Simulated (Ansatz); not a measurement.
S:

```
S
1.0
     5.40900    3.12289    1.42667
    -5.40900    3.12289    1.42667
     0.00000   -6.24578    1.42667
S
6
Direct
  0.85170 0.08270 0.74910
  0.08270 0.74910 0.85170
  0.74910 0.85170 0.08270
  0.14830 0.91730 0.25090
  0.91730 0.25090 0.14830
  0.25090 0.14830 0.91730
```

This isn't the form of S at room conditions, which is orthorhombic, of S8 rings.

Base run:

```yaml
Program: Ansatz 0.2.0
Functional: PBEsol
Dispersion: D3(BJ)
Potentials_or_basis: Ansatz PAW
Cutoff: "420 eV (not typed: the program's choice for these potentials)"
k_mesh: 7 × 7 × 7
Occupations: gaussian, width 0.05 eV
Spin: no spin polarisation
```

Its results: band gap on the k mesh 2.05 eV, indirect (least direct gap 2.13 eV); pressure -0.6 GPa; largest force 0.309 eV/Å.

Problem. The run is repeated on the same cell with these changes: dispersion from D3(BJ) to none; occupations from gaussian, width 0.05 eV to gaussian, width 0.02 eV. What comes out?

Solution. Band gap on the k mesh 2.05 eV, indirect (least direct gap 2.13 eV); pressure 0.7 GPa; largest force 0.304 eV/Å.

Caveats: odd divisions of the mesh miss points on the zone boundary, where band edges often lie, so the gap on the mesh can be too wide; the PAW data sets come from PBE, with cores solved anew for the run's functional, which leaves a small shift of forces and pressure.

A k mesh can miss the band edges.
